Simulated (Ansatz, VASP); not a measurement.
MgS: VASP beside Ansatz

```xyz
2
Lattice="0.0000 2.6016 2.6016 2.6016 0.0000 2.6016 2.6016 2.6016 0.0000" Properties=species:S:1:pos:R:3 pbc="T T T"
Mg    0.0000    0.0000    0.0000
S     2.6016    2.6016    2.8017
```

Change from the starting cell: all S atoms moved -0.200 Å, as atom 2 towards its neighbour atom 1 (Mg) at 2.602 Å.

Alike in both runs: task single point; functional PBEsol; k mesh 8 × 8 × 8; occupations gaussian, width 0.05 eV; no spin polarisation.

```csv
,VASP,Ansatz
version,VASP 6.6.1,Ansatz 0.2.0
potentials or method,"VASP PAW PBE potentials, release 64 (Mg, S)","scalar-relativistic, plane waves, PAW"
plane-wave cutoff (eV),520,420
valence electrons in the cell,8,16
```

```tsv
	VASP	Ansatz	Ansatz less VASP
gap on the k mesh at the Fermi level (eV)	2.71	2.71	-0.002
least direct gap on the mesh (eV)	3.58	3.58	+0.001
pressure (GPa)	0.2	0.4	+0.19
largest component of the traceless stress (GPa)	3.34	3.33	-0.009
rms of the force components (eV/Å)	0.402	0.401	-0.0009
```

Atom by atom the forces differ by 0.001 eV/Å (rms over components). The two sets of potentials don't hold the same shells in valence.

Caveats: the PAW data sets were made with another functional, which shifts forces and pressure a little (VASP). A k mesh can miss the band edges.
